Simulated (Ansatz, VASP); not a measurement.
# CuI (Marshite) in two plane-wave programs, part 3 of 3

Wanted: the spread between two codes on one cell, functional and k mesh.

VASP 6.6.1 and Ansatz 0.2.0.

So far: The starting structure; Ansatz: dielectric response, PBE; VASP: dielectric response, PBE; Differences; VASP: single point, r2SCAN.

The database entry behind the starting cell differs from later determinations by our own check (about 0.15 % long (mineral sample)), so it need not match the best structure at ambient conditions.

### Step 6. Ansatz: single point, r2SCAN

Level of this step: Ansatz beside VASP: Kohn-Sham DFT, plane waves, r2SCAN (Ansatz).

The same cell, functional, mesh and smearing now go to Ansatz, which takes its cutoff from its data sets.

Contents of input.yaml:

```yaml
crystal:
  lattice:
    - [0.0, 3.0315, 3.0315]
    - [3.0315, 0.0, 3.0315]
    - [3.0315, 3.0315, 0.0]
  atoms:
    - { symbol: I, position: [0.0, 0.0, 0.0] }
    - { symbol: Cu, position: [0.75, 0.75, 0.75] }
hamiltonian:
  xc: r2scan
  pseudopotentials: { kind: paw }
kpoints:
  mp_grid: { grid: [10, 10, 10] }
scf:
  occupations: { method: gaussian, width: 0.05 }
  n_extra_bands: 4
output:
  forces: true
  stress: true
  eigenvalues: true
```

Launch:

```sh
$ ansatz run input.yaml --threads 2 --pin off --max-ram 4608MiB --backend cpu --events-out ev --progress --plain --runs-dir out
```

Numbers of over 12 decimals in the logs are rounded to 6 here.

The program printed:

```text
[...]
Crystal: 2 atoms, lattice volume = 55.719 Å³
Basis set: ecut = 500 eV, 1411 PW (Γ), exchange–correlation on 128×128×128 points (64 copies of the dense FFT grid, shifted against one another)
Bands: 22, of which v1, the nominal top of the filled ones, is band 18 counted from 1 (17 counted from 0)
Symmetry: 24 space group operations
[...]
--- Band table (eV; the first three rows and the last of 47) ---
  k-point 0: bands = [... 14 lower, 6.1358, 7.9679, 7.9679, 7.9679, 9.5786, 13.2313, 13.2313, 13.2313]
  k-point 1: bands = [... 14 lower, 6.1315, 7.5500, 7.8920, 7.8920, 10.0592, 13.1238, 13.3820, 13.3820]
  k-point 2: bands = [... 14 lower, 6.1258, 6.9612, 7.7061, 7.7061, 10.5901, 13.3871, 13.6851, 13.6851]
  k-point 46: bands = [... 14 lower, 6.0788, 6.2255, 6.3923, 6.7095, 12.4745, 12.5725, 14.9444, 15.0590]
[key lines of the parts left out:]
SCF converged after 8 iterations
Free energy (F): -14159.643038 eV
Fermi energy:    8.774104 eV
P = ⅓ Tr σ = -0.8303 GPa (-8.303 kbar)
```

Wall time 6.8 s (2 threads of Arm Neoverse V2, shared host); peak memory 0.51 GiB.

The run ends at a pressure of -0.83 GPa.

### Step 7. Comparison

What differs besides the data sets and the points named for the pairs above, as far as they apply: VASP keeps PBE cores, Ansatz makes them for the functional; the cutoff is 500 eV in Ansatz and 400 eV in VASP. Total energies have different zeros and are not compared.

Both answers:

| quantity | Ansatz | VASP | difference |
| --- | --- | --- | --- |
| pressure (GPa) | -0.83 | -1.12 | +0.29 |
| gap on the k mesh (eV) | 1.611 | 1.611 | 0.000 |

A gap on the mesh is an upper bound, since the band edges may lie between its points.

### Step 8. Ansatz: single point, LDA

With cell and atoms fixed, the geometry can't cause a difference; cores, projectors, grids and the points listed under the comparison can.

Edit input.yaml of step 6 so:

```diff
@@ -9,3 +9,3 @@
 hamiltonian:
-  xc: r2scan
+  xc: lda
   pseudopotentials: { kind: paw }
```

The program printed:

```text
[...]
Crystal: 2 atoms, lattice volume = 55.719 Å³
Basis set: ecut = 420 eV, 1067 PW (Γ)
Bands: 22, of which v1, the nominal top of the filled ones, is band 18 counted from 1 (17 counted from 0)
Symmetry: 24 space group operations
[...]
k-points: 47 of 1000 (time reversal used)
[...]
--- Band table (eV; the first three rows and the last of 47) ---
  k-point 0: bands = [... 14 lower, 5.8647, 7.7724, 7.7724, 7.7724, 8.7104, 12.6457, 12.6457, 12.6457]
  k-point 1: bands = [... 14 lower, 5.8604, 7.2736, 7.6945, 7.6945, 9.2687, 12.5234, 12.7922, 12.7922]
  k-point 2: bands = [... 14 lower, 5.8544, 6.6791, 7.5046, 7.5046, 9.8203, 12.7440, 13.0912, 13.0912]
  k-point 46: bands = [... 14 lower, 5.8197, 5.9461, 6.1244, 6.4558, 11.9603, 11.9641, 14.2091, 14.4140]
[key lines of the parts left out:]
SCF converged after 6 iterations
Free energy (F): -13911.717528 eV
Fermi energy:    8.242866 eV
P = ⅓ Tr σ = -4.4263 GPa (-44.263 kbar)
```

It took 2.3 s on 2 threads; peak memory 0.36 GiB; 4.3 s of CPU time.

The run ends at a pressure of -4.43 GPa.

### Step 9. VASP: single point, LDA

The same cell, functional (in two slightly different forms), mesh and smearing now go to VASP, with its own data sets and cutoff.

Contents of INCAR:

```
SYSTEM = CuI
PREC = Accurate
ENCUT = 400
EDIFF = 1E-07
NELM = 100
ISMEAR = 0
SIGMA = 0.05
LREAL = .FALSE.
ALGO = Normal
GGA = CA
NBANDS = 36
LWAVE = .FALSE.
LCHARG = .FALSE.
KPAR = 4
LOPTICS = .TRUE.
NEDOS = 2000
CSHIFT = 0.2
```

Contents of POSCAR:

```
CuI
1.0
    0.0000000000      3.0315000000      3.0315000000
    3.0315000000      0.0000000000      3.0315000000
    3.0315000000      3.0315000000      0.0000000000
I Cu
1 1
Direct
    0.0000000000      0.0000000000      0.0000000000
    0.7500000000      0.7500000000      0.7500000000
```

Contents of KPOINTS:

```
Automatic mesh
0
Gamma
10 10 10
0 0 0
```

The projector-augmented-wave data sets are I and Cu (PBE family, release 64).

Launch:

```sh
$ mpirun -np 4 vasp_std
```

The program printed:

```text
[banner, memory and clock lines left out]
running    4 mpi-ranks, on    1 nodes
[...]
[... a notice as in an earlier step ...]

 LDA part: xc-table for (Slater(with rela. corr.)+CA(PZ))
 , standard interpolation
 POSCAR, INCAR and KPOINTS ok, starting setup
[...]
entering main loop
       N       E                     dE             d eps       ncg     rms          rms(c)
DAV:   1     0.102109572731E+03    0.10211E+03   -0.50822E+03  3832   0.432E+02
DAV:   2     0.575540151764E+01   -0.96354E+02   -0.79842E+02  3792   0.134E+02
DAV:   3    -0.694828508343E+01   -0.12704E+02   -0.12128E+02  4096   0.407E+01
DAV:   4    -0.728354342408E+01   -0.33526E+00   -0.33454E+00  4116   0.663E+00
[...]
DAV:  12    -0.694791413300E+01   -0.72629E-06   -0.31347E-06  4068   0.652E-03    0.878E-03
DAV:  13    -0.694791372072E+01    0.41228E-06   -0.38322E-07  4996   0.141E-02    0.298E-03
DAV:  14    -0.694791371860E+01    0.21164E-08   -0.60897E-08  2712   0.271E-03
   1 F= -.69479137E+01 E0= -.69479137E+01  d E =-.173718E-11
 optical routines
 imaginary and real dielectric function
 recalculating local potential from charge density
 direction            1
 direction            2
 direction            3
```

Parts of OUTCAR (step 9):

```text
  Total       -1.5368947     -1.5368947     -1.5368947     -0.0000000      0.0000000     -0.0000000
  in kB      -44.1928465    -44.1928465    -44.1928465     -0.0000000      0.0000000     -0.0000000
  external PRESSURE =     -44.1928465 kB  Pullay stress =       0.0000000 kB

 POSITION                                       TOTAL-FORCE (eV/Angst)
 -----------------------------------------------------------------------------------
      0.00000      0.00000      0.00000         0.000000      0.000000      0.000000
      4.54725      4.54725      4.54725        -0.000000     -0.000000     -0.000000
 -----------------------------------------------------------------------------------
    total drift:                               -0.000001     -0.000001     -0.000001

  FREE ENERGIE OF THE ION-ELECTRON SYSTEM (eV)
  ---------------------------------------------------
  free  energy   TOTEN  =        -6.9479137186 eV

  energy  without entropy=       -6.9479137186  energy(sigma->0) =       -6.94791372

[... 2 parts as in an earlier step ...]

[... 1 further part left out ...]
[key lines of the parts left out:]
E-fermi :   4.2882
```

### Step 10. Differences

What differs besides the data sets and the points named for the pairs above, as far as they apply: the two LDA forms differ slightly; Ansatz makes its cores anew for this functional, VASP keeps those of its PBE data sets; VASP's log shows a relativistic correction to its local exchange, Ansatz's none. Total energies have different zeros and are not compared.

The two programs side by side:

| quantity | Ansatz | VASP | difference |
| --- | --- | --- | --- |
| pressure (GPa) | -4.43 | -4.42 | -0.01 |
| gap on the k mesh (eV) | 0.938 | 0.986 | -0.048 |

A gap on the mesh is an upper bound, since the band edges may lie between its points. Ansatz's pressure holds a Pulay correction of 0.05 GPa; VASP's holds none.

### Step 11. Results

| Property | Result |
| --- | --- |
| difference in ε∞ xx (dielectric response, PBE) | -0.13 % |
| difference in gap on the k mesh (single point, r2SCAN) | -4.8e-4 eV |
| difference in gap on the k mesh (single point, LDA) | -0.048 eV |

**Reading.** The difference in gap on the k mesh is -0.048 eV (single point, LDA), within the 0.08 eV picked in this series as the mark of a large difference. 2 further runs of this series are not shown here. Such differences can come from data sets, numerical settings and the points named under the comparisons, not from the functional's error against experiment.

[Lines on the potential files, build, host, timing and source positions are cut from VASP's logs without a mark.]

[Logs are printed without paths, hosts, clocks, repeated set-up lines and the standing remarks that a program may print on its own settings, such as how far it seeks lower states.]

[Hosts, paths, dates, database ids (printed as entryN), source tags and the programs' standing remarks are cut or masked in the printed files.]
